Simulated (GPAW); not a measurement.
# Re (P6_3/mmc) in GPAW: relaxation of cell and atoms with PBEsol+D3(BJ)

Aim: the relaxation of cell and atoms of Re with PBEsol+D3(BJ).

Everything below comes from runs of GPAW 26.7.0. Logs are shortened: lines on timing, memory, paths and dates and some standing lists are left out, and cuts for length are marked. The log counts tension as positive stress, the text compression.

### Step 1. Starting point

Symmetry: P6_3/mmc, No. 194, hexagonal system. Conventional cell: a = 2.761 Å, b = 2.761 Å, c = 4.458 Å, α = 90.00°, β = 90.00°, γ = 120.00°. Re (site symmetry -6m2) is surrounded by 12 Re at 2.74 to 2.76 Å.

### Step 2. Relaxation of cell and atoms, PBEsol+D3(BJ)

The input, run.py:

```python
from ase.calculators.mixing import SumCalculator
from ase.filters import FrechetCellFilter
from ase.io import read, write
from ase.optimize import LBFGS
from dftd3.ase import DFTD3
from gpaw import GPAW, PW, setup_paths

setup_paths.insert(0, '.')

atoms = read('POSCAR')

calc = GPAW(mode=PW(600),
            xc='PBEsol',
            kpts={'size': (8, 8, 4), 'gamma': True},
            occupations={'name': 'fermi-dirac', 'width': 0.05},
            nbands=26,
            convergence={'density': 1e-05, 'energy': 1e-05},
            maxiter=150,
            txt='gpaw.txt')
atoms.calc = SumCalculator([calc, DFTD3(method='pbesol', damping='d3bj')])
opt = LBFGS(FrechetCellFilter(atoms), trajectory='relax.traj', logfile='-')
done = opt.run(fmax=0.05, steps=60)
calc.write('gs.gpw')
write('result.traj', atoms)
print('Converged:', done)
print('Cell:', atoms.cell.cellpar().round(4))
print('Volume:', round(atoms.get_volume(), 4))
print(atoms.get_scaled_positions().round(5))
```

The input, POSCAR:

```
Re
1.0
    2.7608000000      0.0000000000      0.0000000000
   -1.3804000000      2.3909229348      0.0000000000
    0.0000000000      0.0000000000      4.4582000000
Re
2
Direct
    0.6666666667      0.3333333333      0.7500000000
    0.3333333333      0.6666666667      0.2500000000
```

Potentials or basis: PAW data sets generated in the run's folder for this functional, pw.

On the command line:

```console
> gpaw-setup -f PBEsol Re
> OMP_NUM_THREADS=1 python run.py
```

gpaw.txt:

```text
__  _  _
 | _ |_)|_||  |
 |__||  | ||/\| - 26.7.0

Input parameters:
  mode=PW(ecut=600.0),
  convergence={'density': 1e-05, 'energy': 1e-05},
  kpts=MonkhorstPack(size=(8, 8, 4), gamma=True),
  maxiter=150,
  nbands=26,
  occupations=Occupations(name='fermi-dirac', width=0.05),
  xc=XC(name='PBEsol')

Diagonalizing LCAO Hamiltonian
Converting LCAO to pw mode

          Re

        Re

Atoms  # Å, Bohr magnetons
|   | symbol |         x |        y |        z |    initial magnetic moments |
|---|--------|-----------|----------|----------|-----------------------------|
| 0 |     Re |  1.380400 | 0.796974 | 3.343650 | ( 0.0000,  0.0000,  0.0000) |
| 1 |     Re | -0.000000 | 1.593949 | 1.114550 | ( 0.0000,  0.0000,  0.0000) |

Unit cell  # Å
| periodic |         x |        y |        z |  lengths |     angles |
|----------|-----------|----------|----------|----------|------------|
|      yes |  2.760800 | 0.000000 | 0.000000 | 2.760800 |  90.000000 |
|      yes | -1.380400 | 2.390923 | 0.000000 | 2.760800 |  90.000000 |
|      yes |  0.000000 | 0.000000 | 4.458200 | 4.458200 | 120.000000 |

Number of symmetries: 12
Symmetry operations  # r_c * U_cc + t_c -> r_c
|    | kind |            matrix            |
|----|------|------------------------------|
|  0 |  σ   |  1, 1, 0,  0,-1, 0,  0, 0, 1 |
|  1 |  S6  |  1, 1, 0, -1, 0, 0,  0, 0,-1 |
|  2 |  E   |  1, 0, 0,  0, 1, 0,  0, 0, 1 |
|  3 |  C2  |  1, 0, 0, -1,-1, 0,  0, 0,-1 |
|  4 |  C2  |  0, 1, 0,  1, 0, 0,  0, 0,-1 |
|  5 |  C3  |  0, 1, 0, -1,-1, 0,  0, 0, 1 |
|  6 |  S6  |  0,-1, 0,  1, 1, 0,  0, 0,-1 |
|  7 |  σ   |  0,-1, 0, -1, 0, 0,  0, 0, 1 |
|  8 |  σ   | -1, 0, 0,  1, 1, 0,  0, 0, 1 |
|  9 |  i   | -1, 0, 0,  0,-1, 0,  0, 0,-1 |
| 10 |  C3  | -1,-1, 0,  1, 0, 0,  0, 0, 1 |
| 11 |  C2  | -1,-1, 0,  0, 1, 0,  0, 0,-1 |
[... 145 lines left out ...]
|          5 |       -26.935 |     2.000 |
|          6 |         4.342 |     2.000 |
|          7 |         7.587 |     2.000 |
|          8 |        12.598 |     2.000 |
|          9 |        12.598 |     2.000 |
|         10 |        12.607 |     2.000 |
[... 8 lines left out ...]
|         19 |        27.860 |     0.000 |
|         20 |        29.986 |     0.000 |
|        ... |               |           |
|         25 |        36.621 |     0.000 |

No gap
No difference between direct/indirect transitions

Stress tensor  # eV/Ang^3
|         x |         y |        z |
|-----------|-----------|----------|
|  0.033381 | -0.000000 | 0.000000 |
| -0.000000 |  0.033381 | 0.000000 |
|  0.000000 |  0.000000 | 0.016006 |

Forces  # eV/Ang
|        x |        y |        z |
|----------|----------|----------|
|  0.00000 |  0.00000 |  0.00000 |  # Re   0
| -0.00000 | -0.00000 | -0.00000 |  # Re   1

Interpolating wave functions to new cell

          Re

        Re

Atoms  # Å, Bohr magnetons
|   | symbol |         x |        y |        z |    initial magnetic moments |
|---|--------|-----------|----------|----------|-----------------------------|
| 0 |     Re |  1.368807 | 0.790281 | 3.321659 | ( 0.0000,  0.0000,  0.0000) |
| 1 |     Re | -0.000000 | 1.580562 | 1.107220 | ( 0.0000,  0.0000,  0.0000) |
[... 186 lines left out ...]
No gap
No difference between direct/indirect transitions

Stress tensor  # eV/Ang^3
|         x |         y |         z |
|-----------|-----------|-----------|
| -0.025948 | -0.000000 |  0.000000 |
|  0.000000 | -0.025948 |  0.000000 |
|  0.000000 |  0.000000 | -0.036143 |

Forces  # eV/Ang
|        x |       y |        z |
|----------|---------|----------|
|  0.00000 | 0.00000 |  0.00013 |  # Re   0
| -0.00000 | 0.00000 | -0.00013 |  # Re   1

Interpolating wave functions to new cell

          Re

        Re

Atoms  # Å, Bohr magnetons
|   | symbol |         x |        y |        z |    initial magnetic moments |
|---|--------|-----------|----------|----------|-----------------------------|
| 0 |     Re |  1.364367 | 0.787717 | 3.315647 | ( 0.0000,  0.0000,  0.0000) |
| 1 |     Re | -0.000000 | 1.575435 | 1.105212 | ( 0.0000,  0.0000,  0.0000) |

Unit cell  # Å
| periodic |         x |         y |         z |  lengths |     angles |
|----------|-----------|-----------|-----------|----------|------------|
|      yes |  2.728733 | -0.000000 | -0.000000 | 2.728733 |  90.000000 |
|      yes | -1.364367 |  2.363152 | -0.000000 | 2.728733 |  90.000000 |
|      yes | -0.000000 | -0.000000 |  4.420859 | 4.420859 | 120.000000 |
[... 392 lines left out ...]
Stress tensor  # eV/Ang^3
|         x |         y |         z |
|-----------|-----------|-----------|
| -0.049329 | -0.000000 |  0.000000 |
| -0.000000 | -0.049329 |  0.000000 |
|  0.000000 |  0.000000 | -0.052044 |

Forces  # eV/Ang
|        x |        y |        z |
|----------|----------|----------|
| -0.00000 |  0.00000 | -0.00002 |  # Re   0
| -0.00000 | -0.00000 |  0.00002 |  # Re   1

# Writing to gs.gpw (mode='')
```

stdout:

```text
Step          Energy          fmax
LBFGS:    0      -26.521373        1.180765
LBFGS:    1      -26.554223        0.333260
LBFGS:    2      -26.556674        0.056030
LBFGS:    3      -26.556753        0.031309
Converged: True
Cell: [  2.7286   2.7286   4.4226  90.      90.     120.    ]
Volume: 28.5158
[[0.66667 0.33333 0.75   ]
 [0.33333 0.66667 0.25   ]]
```

Wall time 35 s (1 thread of Intel Xeon Platinum 8488C (Sapphire Rapids), shared host); peak memory 0.2 GiB.

Results:

- Free energy: -26.5663 eV
- Relaxed volume: 14.26 Å³/atom
- Relaxed cell: a = 2.729 Å, b = 2.729 Å, c = 4.423 Å, α = 90.00°, β = 90.00°, γ = 120.00°
- Space group after relaxing (to 0.05 Å): P6_3/mmc (No. 194)
- Energy gained by relaxing: 17.7 meV/atom
- Ionic steps: 4
- Pressure after relaxing: 0.1 GPa
- Band gap on the k mesh: none (metal or under the smearing width)
- Dispersion energy per atom: -0.708 eV

Stress tensor (GPa, compression positive):
```
-0.10  0.00  0.00
 0.00 -0.10  0.00
 0.00  0.00  0.35
```

Step by step:
| step | energy change (eV) | largest force (eV/Å) | pressure (GPa) | volume (Å³) |
| --- | --- | --- | --- | --- |
| 1 | 0.0000 | 0.0000 | -11.92 | 29.43 |
| 2 | -0.0328 | 0.0001 | -3.17 | 28.75 |
| 3 | -0.0353 | 0.0001 | 0.16 | 28.51 |
| 4 | -0.0354 | 0.0000 | 0.05 | 28.52 |

Final structure:
```cif
data_structure
_symmetry_space_group_name_H-M 'P 1'
_symmetry_Int_Tables_number 1
_cell_length_a 2.7286
_cell_length_b 2.7286
_cell_length_c 4.4226
_cell_angle_alpha 90.000
_cell_angle_beta 90.000
_cell_angle_gamma 120.000
_cell_volume 28.52
loop_
_atom_site_label
_atom_site_type_symbol
_atom_site_fract_x
_atom_site_fract_y
_atom_site_fract_z
_atom_site_occupancy
Re1 Re 0.66667 0.33333 0.75000 1
Re2 Re 0.33333 0.66667 0.25000 1
```

Levels at points of the mesh, in eV from the Fermi level:
```tsv
k point	band 10	band 11	band 12	band 13	band 14	band 15	band 16	band 17
(0.00, 0.00, 0.00)	-1.61	-1.61	-0.74	-0.74	0.27	0.27	0.69	3.55
(0.00, 0.00, 0.50)	-2.44	-1.73	-1.73	-1.73	-1.73	2.71	2.71	2.71
(0.50, 0.50, 0.00)	-1.96	-1.67	-1.40	-0.58	4.25	4.63	4.81	6.42
(0.50, 0.50, 0.50)	-4.23	0.45	0.45	1.03	1.03	4.58	4.58	5.05
```

Caveat: later steps reuse the first step's grids; pairwise dispersion overbinds metals, which lowers pressure and volume. The run has no spin-orbit coupling, so splittings on Re are missing.
